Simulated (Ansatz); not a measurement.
Runs of Ansatz 0.2.0 on Si2Mo. The structure is hexagonal, space group P6_222 (No. 180). Conventional cell: a = 4.585 Å, b = 4.585 Å, c = 6.580 Å, α = 90.00°, β = 90.00°, γ = 120.00°. Mo (site symmetry 222) has 10 Si at 2.57 to 2.67 Å as nearest neighbours. Around Si (site symmetry 2) lie 5 Si at 2.55 to 2.67 Å and 5 Mo at 2.57 to 2.67 Å. Measurements of this composition are mostly on another form, of space group No. 139.

```csv
task,level,cell,cutoff (eV),points for each segment of the path,gap on the mesh (eV),pressure (GPa),relaxed volume (Å³/atom)
relaxation of cell and atoms,LDA,relaxed,420,-,0.24,0.0,13.01
relaxation of cell and atoms,r2SCAN,relaxed,500,-,0.37,0.0,13.30
band structure,r2SCAN,as given,500,10,0.37,(a),-
band structure,LDA,as given,420,10,0.24,-4.9,-
```

Alike in all rows: potentials or basis Ansatz PAW; no spin polarisation; k mesh 7 × 7 × 4; smearing fermi-dirac 0.05 eV.

**Question.** Estimate the missing entries.

**Answer.** (a) -0.2.

Caveats: the PAW data sets come from PBE, with cores solved anew for the run's functional, which leaves a small shift of forces and pressure; odd divisions of the mesh miss points on the zone boundary, where band edges often lie, so the gap on the mesh can be too wide (some runs); the plane-wave basis is chosen anew once the cell has moved, so the energies of steps on either side of that aren't comparable (some runs); the k mesh misses the band edges, so the gap on the mesh is wider than the one along the path (some runs).

A k mesh can miss the band edges, and the runs leave out spin-orbit coupling on Mo.
